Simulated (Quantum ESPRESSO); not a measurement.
# TePb (Fm-3m) in Quantum ESPRESSO: a series of runs, part 2 of 4

Quantum ESPRESSO 7.5. Earlier steps stand in the parts before.

## (3) Phonons, PBE, target pressure 5 GPa, at which the enthalpy is minimised

The input, pw.in:

```
&CONTROL
  calculation = 'scf'
  prefix = 'pwscf'
  outdir = './tmp'
  pseudo_dir = './pseudo'
  tprnfor = .true.
  tstress = .true.
  disk_io = 'low'
/
&SYSTEM
  ibrav = 0
  A = 4.56932402
  nat = 2
  ntyp = 2
  ecutwfc = 45
  ecutrho = 360
  nbnd = 16
  occupations = 'smearing'
  smearing = 'fd'
  degauss = 0.00367493
/
&ELECTRONS
  conv_thr = 4d-10
  electron_maxstep = 120
  mixing_beta = 0.5
/
ATOMIC_SPECIES
Pb   207.2000 pb_pbe_v1.uspp.F.UPF
Te   127.6000 te_pbe_v1.uspp.F.UPF
CELL_PARAMETERS alat
   0.0000000000    0.7071067812    0.7071067812
   0.7071067812    0.0000000000    0.7071067812
   0.7071067812    0.7071067812    0.0000000000
ATOMIC_POSITIONS alat
Pb     0.0000000000    0.0000000000    0.0000000000
Te     0.7071067812    0.7071067812    0.7071067812
K_POINTS automatic
6 6 6 1 1 1
```

The input, relax.in:

```
&CONTROL
  calculation = 'vc-relax'
  prefix = 'pwscf'
  outdir = './tmp'
  pseudo_dir = './pseudo'
  tprnfor = .true.
  tstress = .true.
  disk_io = 'low'
  nstep = 40
  forc_conv_thr = 0.0001
  etot_conv_thr = 1d-06
/
&SYSTEM
  ibrav = 0
  A = 4.56932402
  nat = 2
  ntyp = 2
  ecutwfc = 45
  ecutrho = 360
  nbnd = 16
  occupations = 'smearing'
  smearing = 'fd'
  degauss = 0.00367493
/
&ELECTRONS
  conv_thr = 4d-10
  electron_maxstep = 120
  mixing_beta = 0.5
/
&IONS
  ion_dynamics = 'bfgs'
/
&CELL
  cell_dynamics = 'bfgs'
  press = 50
  press_conv_thr = 0.2
/
ATOMIC_SPECIES
Pb   207.2000 pb_pbe_v1.uspp.F.UPF
Te   127.6000 te_pbe_v1.uspp.F.UPF
CELL_PARAMETERS alat
   0.0000000000    0.7071067812    0.7071067812
   0.7071067812    0.0000000000    0.7071067812
   0.7071067812    0.7071067812    0.0000000000
ATOMIC_POSITIONS alat
Pb     0.0000000000    0.0000000000    0.0000000000
Te     0.7071067812    0.7071067812    0.7071067812
K_POINTS automatic
6 6 6 1 1 1
```

The input, gamma.in:

```
&CONTROL
  calculation = 'bands'
  prefix = 'pwscf'
  outdir = './tmp'
  pseudo_dir = './pseudo'
  disk_io = 'low'
  verbosity = 'high'
/
&SYSTEM
  ibrav = 0
  A = 4.48311066
  nat = 2
  ntyp = 2
  ecutwfc = 45
  ecutrho = 360
  nbnd = 16
  occupations = 'smearing'
  smearing = 'fd'
  degauss = 0.00367493
/
&ELECTRONS
  conv_thr = 1d-08
  electron_maxstep = 120
  mixing_beta = 0.5
  diago_full_acc = .true.
  startingwfc = 'random'
/
ATOMIC_SPECIES
Pb   207.2000 pb_pbe_v1.uspp.F.UPF
Te   127.6000 te_pbe_v1.uspp.F.UPF
CELL_PARAMETERS alat
   0.0000000000    0.7071067816    0.7071067816
   0.7071067816    0.0000000000    0.7071067816
   0.7071067816    0.7071067816    0.0000000000
ATOMIC_POSITIONS alat
Pb     0.0000000000    0.0000000000    0.0000000000
Te     0.7071067816    0.7071067816    0.7071067816
K_POINTS crystal
1
0.0 0.0 0.0 1
```

The input, scf2.in:

```
&CONTROL
  calculation = 'scf'
  prefix = 'pwscf'
  outdir = './tmp'
  pseudo_dir = './pseudo'
  tprnfor = .true.
  tstress = .true.
  disk_io = 'low'
/
&SYSTEM
  ibrav = 0
  A = 4.48311066
  nat = 2
  ntyp = 2
  ecutwfc = 45
  ecutrho = 360
  nbnd = 16
  occupations = 'fixed'
/
&ELECTRONS
  conv_thr = 1d-13
  electron_maxstep = 120
  mixing_beta = 0.5
  startingpot = 'file'
/
ATOMIC_SPECIES
Pb   207.2000 pb_pbe_v1.uspp.F.UPF
Te   127.6000 te_pbe_v1.uspp.F.UPF
CELL_PARAMETERS alat
   0.0000000000    0.7071067816    0.7071067816
   0.7071067816    0.0000000000    0.7071067816
   0.7071067816    0.7071067816    0.0000000000
ATOMIC_POSITIONS alat
Pb     0.0000000000    0.0000000000    0.0000000000
Te     0.7071067816    0.7071067816    0.7071067816
K_POINTS automatic
6 6 6 1 1 1
```

The input, ph.in:

```
phonons of TePb
&INPUTPH
  prefix = 'pwscf'
  outdir = './tmp'
  tr2_ph = 1d-18
  fildyn = 'dyn'
  niter_ph = 90
  alpha_mix(1) = 0.7
  epsil = .true.
/
0.0000000000 0.0000000000 0.0000000000
```

The input, dynmat.in:

```
&INPUT
  fildyn = 'dyn'
  asr = 'crystal'
  lperm = .true.
  filout = 'dynmat.disp'
  fileig = 'dynmat.eig'
/
```

The input, dynmat_lo.in:

```
&INPUT
  fildyn = 'dyn'
  asr = 'crystal'
  filout = 'dynmat_lo.disp'
  fileig = 'dynmat_lo.eig'
  q(1) = 0
  q(2) = 0
  q(3) = 1
/
```

Potentials or basis: GBRV 1.5 PBE.

On the command line:

```
> OMP_NUM_THREADS=1 mpirun -n 4 pw.x -nk 4 -in pw.in > pw.out
> OMP_NUM_THREADS=1 mpirun -n 4 pw.x -nk 4 -in relax.in > relax.out
> OMP_NUM_THREADS=1 mpirun -n 4 pw.x -in gamma.in > gamma.out
> OMP_NUM_THREADS=1 mpirun -n 4 pw.x -nk 4 -in scf2.in > scf2.out
> OMP_NUM_THREADS=1 mpirun -n 4 ph.x -nk 4 -in ph.in > ph.out
> OMP_NUM_THREADS=1 mpirun -n 1 dynmat.x -in dynmat.in > dynmat.out
> OMP_NUM_THREADS=1 mpirun -n 1 dynmat.x -in dynmat_lo.in > dynmat_lo.out
```

pw.out:

```text
This program is part of the open-source Quantum ESPRESSO suite
     for quantum simulation of materials; please cite
[... 6 lines left out ...]
     using ibrav=0 with symmetry is DISCOURAGED, use correct ibrav instead

     K-points division:     npool     =       4
     Subspace diagonalization in iterative solution of the eigenvalue problem:
     a serial algorithm will be used

     G-vector sticks info
     --------------------
     sticks:   dense  smooth     PW     G-vecs:    dense   smooth      PW
     Sum        1843     925    283                52345    18499    3119

     Using Slab Decomposition

     bravais-lattice index     =            0
     lattice parameter (alat)  =       8.6348  a.u.
     unit-cell volume          =     455.2369 (a.u.)^3
     number of atoms/cell      =            2
     number of atomic types    =            2
     number of electrons       =        20.00
[... 273 lines left out ...]

    -9.3017  -9.2568  -9.2548  -9.2329  -9.2297  -3.0921  -0.2374   4.1269
     4.6346   5.7531  10.7187  11.5427  12.2360  12.7879  15.8338  16.8008

          k =-0.4125 0.0589 0.0589 (  2324 PWs)   bands (ev):
[... 51 lines left out ...]
    -9.2820  -9.2695  -9.2461  -9.2370  -9.2335  -3.0190  -0.9373   4.8868
     6.1036   6.5199   9.2672   9.4293  11.0687  14.7924  15.5578  15.8410

     the Fermi energy is     7.9000 ev

!    total energy              =    -190.71521890 Ry
     estimated scf accuracy    <          1.2E-10 Ry
     smearing contrib. (-TS)   =      -0.00000007 Ry
     internal energy E=F+TS    =    -190.71521883 Ry

     The total energy is F=E-TS. E is the sum of the following terms:
     one-electron contribution =     -45.93562211 Ry
     hartree contribution      =      35.15804560 Ry
     xc contribution           =     -77.83943224 Ry
     ewald contribution        =    -102.09821009 Ry

     convergence has been achieved in   9 iterations

     negative rho (up, down):  1.554E-02 0.000E+00

     Forces acting on atoms (cartesian axes, Ry/au):

     atom    1 type  1   force =    -0.00000000   -0.00000000    0.00000000
     atom    2 type  2   force =    -0.00000000   -0.00000000   -0.00000000

     Total force =     0.000000     Total SCF correction =     0.000000

     Computing stress (Cartesian axis) and pressure

     negative rho (up, down):  1.554E-02 0.000E+00
          total   stress  (Ry/bohr**3)                   (kbar)     P=       19.44
   0.00013212  -0.00000000  -0.00000000           19.44       -0.00       -0.00
  -0.00000000   0.00013212  -0.00000000           -0.00       19.44       -0.00
  -0.00000000  -0.00000000   0.00013212           -0.00       -0.00       19.44

=------------------------------------------------------------------------------=
   JOB DONE.
=------------------------------------------------------------------------------=
```

relax.out:

```text
This program is part of the open-source Quantum ESPRESSO suite
     for quantum simulation of materials; please cite
[... 6 lines left out ...]
     using ibrav=0 with symmetry is DISCOURAGED, use correct ibrav instead

     K-points division:     npool     =       4
[... 2080 lines left out ...]
   0.00033974  -0.00000000   0.00000000           49.98       -0.00        0.00
  -0.00000000   0.00033974  -0.00000000           -0.00       49.98       -0.00
   0.00000000  -0.00000000   0.00033974            0.00       -0.00       49.98

=------------------------------------------------------------------------------=
   JOB DONE.
=------------------------------------------------------------------------------=
```

Wall time 3.8 min (4 MPI ranks of Arm Neoverse V2, shared host); peak memory 0.64 GiB.

What came out:

```
Free energy                                             : -2594.7323 eV
Relaxed volume                                          : 31.86 Å³/atom
Relaxed cell                                            : a = 4.483 Å, b = 4.483 Å, c = 4.483 Å, α = 60.00°, β = 60.00°, γ = 60.00°
Space group after relaxing (to 0.05 Å)                  : Fm-3m (No. 225)
Pressure after relaxing                                 : 5.0 GPa
Electronic dielectric tensor (diagonal)                 : 32.99
Born charges (mean of the diagonal)                     : Pb +5.96; Te -5.94 e
Highest phonon frequency at Γ, LO-TO splitting left out : 67 cm⁻¹
Static dielectric tensor (diagonal)                     : 109.42
```

Step by step:
```tsv
step	energy change (eV)	largest force (eV/Å)	pressure (GPa)	volume (Å³)
1	0.0000	0.0000	1.94	67.46
2	0.0151	0.0000	2.70	66.41
3	0.0472	0.0000	3.96	64.87
4	0.0818	0.0000	5.07	63.63
5	0.0794	0.0000	5.00	63.71
6	0.0794	0.0000	5.00	63.71
```

Final structure:
```cif
data_structure
_symmetry_space_group_name_H-M 'P 1'
_symmetry_Int_Tables_number 1
_cell_length_a 4.4831
_cell_length_b 4.4831
_cell_length_c 4.4831
_cell_angle_alpha 60.000
_cell_angle_beta 60.000
_cell_angle_gamma 60.000
_cell_volume 63.71
loop_
_atom_site_label
_atom_site_type_symbol
_atom_site_fract_x
_atom_site_fract_y
_atom_site_fract_z
_atom_site_occupancy
Pb1 Pb 0.00000 0.00000 0.00000 1
Te1 Te 0.50000 0.50000 0.50000 1
```

Levels at points of the mesh, in eV from the valence-band top:
```csv
k point,band 8,band 9,band 10,band 11,band 12,band 13
"(0.08, 0.08, 0.08)",-1.41,-1.41,-1.28,3.92,4.02,4.02
```

Phonon frequencies in cm⁻¹ (negative: imaginary):
| q point | frequencies |
| --- | --- |
| (0.000, 0.000, 0.000) | 0 0 0 67 67 67 |

Electronic dielectric tensor:
```
32.99  0.00  0.00
 0.00 32.99  0.00
 0.00  0.00 32.99
```

Born effective charge tensors (e):
atom 1, Pb
```
5.96 0.00 0.00
0.00 5.96 0.00
0.00 0.00 5.96
```
atom 2, Te
```
-5.94  0.00  0.00
 0.00 -5.94  0.00
 0.00  0.00 -5.94
```

Optical modes at Γ, degenerate ones joined, polar ones without the macroscopic field:
```csv
cm⁻¹,components,symmetry,active in,"IR intensity, summed ((D/Å)²/amu)"
67,3,T1u,IR,31.01
```

Zone-centre frequencies without and with the macroscopic field along z (cm⁻¹):
```csv
,optical modes in rising order
without,67 67 67
with the field,67 67 123
```

Static dielectric tensor, electrons and zone-centre modes:
```
109.42   0.00   0.00
  0.00 109.42   0.00
  0.00   0.00 109.42
```

Caveat: the cell is more than 3 GPa from zero pressure, which shifts response properties. Spin-orbit coupling is left out, which matters for the levels of Pb, Te.

## (4) Phonons, PBE, target pressure 10 GPa, at which the enthalpy is minimised

pw.in is that of step 3.

Edit relax.in of step 3 so:

```diff
@@ -34,3 +34,3 @@
   cell_dynamics = 'bfgs'
-  press = 50
+  press = 100
   press_conv_thr = 0.2
```

Edit gamma.in of step 3 so:

```diff
@@ -10,3 +10,3 @@
   ibrav = 0
-  A = 4.48311066
+  A = 4.37716051
   nat = 2
@@ -31,8 +31,8 @@
 CELL_PARAMETERS alat
-   0.0000000000    0.7071067816    0.7071067816
-   0.7071067816    0.0000000000    0.7071067816
-   0.7071067816    0.7071067816    0.0000000000
+   0.0000000000    0.7071067820    0.7071067820
+   0.7071067820    0.0000000000    0.7071067820
+   0.7071067820    0.7071067820    0.0000000000
 ATOMIC_POSITIONS alat
 Pb     0.0000000000    0.0000000000    0.0000000000
-Te     0.7071067816    0.7071067816    0.7071067816
+Te     0.7071067820    0.7071067820    0.7071067820
 K_POINTS crystal
```

Edit scf2.in of step 3 so:

```diff
@@ -11,3 +11,3 @@
   ibrav = 0
-  A = 4.48311066
+  A = 4.37716051
   nat = 2
@@ -29,8 +29,8 @@
 CELL_PARAMETERS alat
-   0.0000000000    0.7071067816    0.7071067816
-   0.7071067816    0.0000000000    0.7071067816
-   0.7071067816    0.7071067816    0.0000000000
+   0.0000000000    0.7071067820    0.7071067820
+   0.7071067820    0.0000000000    0.7071067820
+   0.7071067820    0.7071067820    0.0000000000
 ATOMIC_POSITIONS alat
 Pb     0.0000000000    0.0000000000    0.0000000000
-Te     0.7071067816    0.7071067816    0.7071067816
+Te     0.7071067820    0.7071067820    0.7071067820
 K_POINTS automatic
```

ph.in is that of step 3.

dynmat.in is that of step 3.

dynmat_lo.in is that of step 3.

Potentials or basis: GBRV 1.5 PBE.

On the command line:

```
> OMP_NUM_THREADS=1 mpirun -n 4 pw.x -nk 4 -in pw.in > pw.out
> OMP_NUM_THREADS=1 mpirun -n 4 pw.x -nk 4 -in relax.in > relax.out
> OMP_NUM_THREADS=1 mpirun -n 4 pw.x -in gamma.in > gamma.out
> OMP_NUM_THREADS=1 mpirun -n 4 pw.x -nk 4 -in scf2.in > scf2.out
> OMP_NUM_THREADS=1 mpirun -n 4 ph.x -nk 4 -in ph.in > ph.out
> OMP_NUM_THREADS=1 mpirun -n 1 dynmat.x -in dynmat.in > dynmat.out
> OMP_NUM_THREADS=1 mpirun -n 1 dynmat.x -in dynmat_lo.in > dynmat_lo.out
```

pw.out:

```text
This program is part of the open-source Quantum ESPRESSO suite
     for quantum simulation of materials; please cite
[... 6 lines left out ...]
     using ibrav=0 with symmetry is DISCOURAGED, use correct ibrav instead

     K-points division:     npool     =       4
     Subspace diagonalization in iterative solution of the eigenvalue problem:
     a serial algorithm will be used

     G-vector sticks info
     --------------------
     sticks:   dense  smooth     PW     G-vecs:    dense   smooth      PW
     Sum        1843     925    283                52345    18499    3119

     Using Slab Decomposition

     bravais-lattice index     =            0
     lattice parameter (alat)  =       8.6348  a.u.
     unit-cell volume          =     455.2369 (a.u.)^3
     number of atoms/cell      =            2
     number of atomic types    =            2
     number of electrons       =        20.00
     number of Kohn-Sham states=           16
     kinetic-energy cutoff     =      45.0000  Ry
     charge density cutoff     =     360.0000  Ry
     scf convergence threshold =      4.0E-10
     mixing beta               =       0.5000
     number of iterations used =            8  plain     mixing
     Exchange-correlation= SLA  PW   PBE  PBE
                           (   1   4   3   4   0   0   0)

     celldm(1)=   8.634771  celldm(2)=   0.000000  celldm(3)=   0.000000
     celldm(4)=   0.000000  celldm(5)=   0.000000  celldm(6)=   0.000000
[... 135 lines left out ...]

     iteration #  5     ecut=    45.00 Ry     beta= 0.50
     Davidson diagonalization with overlap
     c_bands:  1 eigenvalues not converged
     ethr =  2.88E-08,  avg # of iterations = 13.4

     negative rho (up, down):  1.543E-02 0.000E+00

     total energy              =    -190.71521889 Ry
     estimated scf accuracy    <       0.00000162 Ry
[... 28 lines left out ...]
     iteration #  9     ecut=    45.00 Ry     beta= 0.50
     Davidson diagonalization with overlap
     ethr =  6.86E-12,  avg # of iterations =  3.0

     negative rho (up, down):  1.554E-02 0.000E+00

     End of self-consistent calculation

          k = 0.0589 0.0589 0.0589 (  2307 PWs)   bands (ev):

    -9.2608  -9.2608  -9.2513  -9.2505  -9.2505  -4.4930   1.6628   6.1444
     6.1444   6.2429  11.2076  11.3086  11.3086  13.1586  13.3687  13.3687
[... 73 lines left out ...]
    -9.3177  -9.2601  -9.2503  -9.2268  -9.2263  -2.8970   0.0543   3.1337
     4.7511   4.7881  10.8845  12.6668  12.7309  13.8710  15.8316  17.8585

          k =-0.5303 0.1768-0.0589 (  2328 PWs)   bands (ev):

    -9.3017  -9.2568  -9.2548  -9.2329  -9.2297  -3.0921  -0.2374   4.1269
     4.6346   5.7531  10.7187  11.5427  12.2360  12.7879  15.8338  16.8008

          k =-0.4125 0.0589 0.0589 (  2324 PWs)   bands (ev):
[... 51 lines left out ...]
    -9.2820  -9.2695  -9.2461  -9.2370  -9.2335  -3.0190  -0.9373   4.8868
     6.1036   6.5199   9.2672   9.4293  11.0687  14.7924  15.5578  15.8410

     the Fermi energy is     7.9000 ev

!    total energy              =    -190.71521890 Ry
     estimated scf accuracy    <          1.2E-10 Ry
     smearing contrib. (-TS)   =      -0.00000007 Ry
     internal energy E=F+TS    =    -190.71521883 Ry

     The total energy is F=E-TS. E is the sum of the following terms:
     one-electron contribution =     -45.93562211 Ry
     hartree contribution      =      35.15804560 Ry
     xc contribution           =     -77.83943224 Ry
     ewald contribution        =    -102.09821009 Ry

     convergence has been achieved in   9 iterations

     negative rho (up, down):  1.554E-02 0.000E+00

     Forces acting on atoms (cartesian axes, Ry/au):

     atom    1 type  1   force =    -0.00000000   -0.00000000    0.00000000
     atom    2 type  2   force =    -0.00000000   -0.00000000   -0.00000000

     Total force =     0.000000     Total SCF correction =     0.000000

     Computing stress (Cartesian axis) and pressure

     negative rho (up, down):  1.554E-02 0.000E+00
          total   stress  (Ry/bohr**3)                   (kbar)     P=       19.44
   0.00013212  -0.00000000  -0.00000000           19.44       -0.00       -0.00
  -0.00000000   0.00013212  -0.00000000           -0.00       19.44       -0.00
  -0.00000000  -0.00000000   0.00013212           -0.00       -0.00       19.44

=------------------------------------------------------------------------------=
   JOB DONE.
=------------------------------------------------------------------------------=
```

relax.out:

```text
This program is part of the open-source Quantum ESPRESSO suite
     for quantum simulation of materials; please cite
[... 6 lines left out ...]
     using ibrav=0 with symmetry is DISCOURAGED, use correct ibrav instead

     K-points division:     npool     =       4
[... 2125 lines left out ...]
   0.00067893  -0.00000000   0.00000000           99.87       -0.00        0.00
   0.00000000   0.00067893   0.00000000            0.00       99.87        0.00
   0.00000000  -0.00000000   0.00067893            0.00       -0.00       99.87

=------------------------------------------------------------------------------=
   JOB DONE.
=------------------------------------------------------------------------------=
```

It took 3.3 min on 4 MPI ranks of Arm Neoverse V2, shared host; peak memory 0.52 GiB.

What came out:

```yaml
Free_energy: -2594.5288 eV
Relaxed_volume: 29.65 Å³/atom
Relaxed_cell: a = 4.377 Å, b = 4.377 Å, c = 4.377 Å, α = 60.00°, β = 60.00°, γ = 60.00°
Space_group_after_relaxing_to_0.05_Å: Fm-3m (No. 225)
Pressure_after_relaxing: 10.0 GPa
Electronic_dielectric_tensor_diagonal: 40.53
Born_charges_mean_of_the_diagonal: Pb +6.23; Te -6.19 e
Highest_phonon_frequency_at_Γ_LO-TO_splitting_left_out: 89 cm⁻¹
Static_dielectric_tensor_diagonal: 91.93
```

Step by step:
```tsv
step	energy change (eV)	largest force (eV/Å)	pressure (GPa)	volume (Å³)
1	0.0000	0.0000	1.94	67.46
2	0.0507	0.0000	4.08	64.73
3	0.1990	0.0000	8.14	60.77
4	0.2940	0.0000	10.26	59.11
5	0.2813	0.0000	9.99	59.31
6	0.2818	0.0000	10.00	59.30
```

Final structure:
```
Pb Te
1.0
     0.00000    3.09512    3.09512
     3.09512    0.00000    3.09512
     3.09512    3.09512    0.00000
Pb Te
1 1
Cartesian
  0.0000 0.0000 0.0000
  3.0951 3.0951 3.0951
```

Levels at points of the mesh, in eV from the valence-band top:
| k point | band 6 | band 7 | band 8 | band 9 | band 10 | band 11 | band 12 | band 13 | band 14 | band 15 |
| --- | --- | --- | --- | --- | --- | --- | --- | --- | --- | --- |
| (0.08, 0.08, 0.08) | -12.99 | -5.44 | -1.71 | -1.71 | -1.51 | 3.95 | 4.05 | 4.05 | 5.50 | 5.73 |

Phonon frequencies in cm⁻¹ (negative: imaginary):
| q point | frequencies |
| --- | --- |
| (0.000, 0.000, 0.000) | 0 0 0 89 89 89 |

Electronic dielectric tensor:
```
40.53  0.00  0.00
 0.00 40.53  0.00
 0.00  0.00 40.53
```

Born effective charge tensors (e):
atom 1, Pb
```
6.23 0.00 0.00
0.00 6.23 0.00
0.00 0.00 6.23
```
atom 2, Te
```
-6.19  0.00  0.00
 0.00 -6.19  0.00
 0.00  0.00 -6.19
```

Optical modes at Γ, degenerate ones joined, polar ones without the macroscopic field:
| cm⁻¹ | components | symmetry | active in | IR intensity, summed ((D/Å)²/amu) |
| --- | --- | --- | --- | --- |
| 89 | 3 | T1u | IR | 33.84 |

Zone-centre frequencies without and with the macroscopic field along z (cm⁻¹):
```csv
,optical modes in rising order
without,89 89 89
with the field,89 89 134
```

Static dielectric tensor, electrons and zone-centre modes:
```
91.93  0.00  0.00
 0.00 91.93  0.00
 0.00  0.00 91.93
```

Caveat: the cell is more than 3 GPa from zero pressure, which shifts response properties. The run has no spin-orbit coupling, so splittings on Pb, Te are missing.

[end of part 2 of 4]
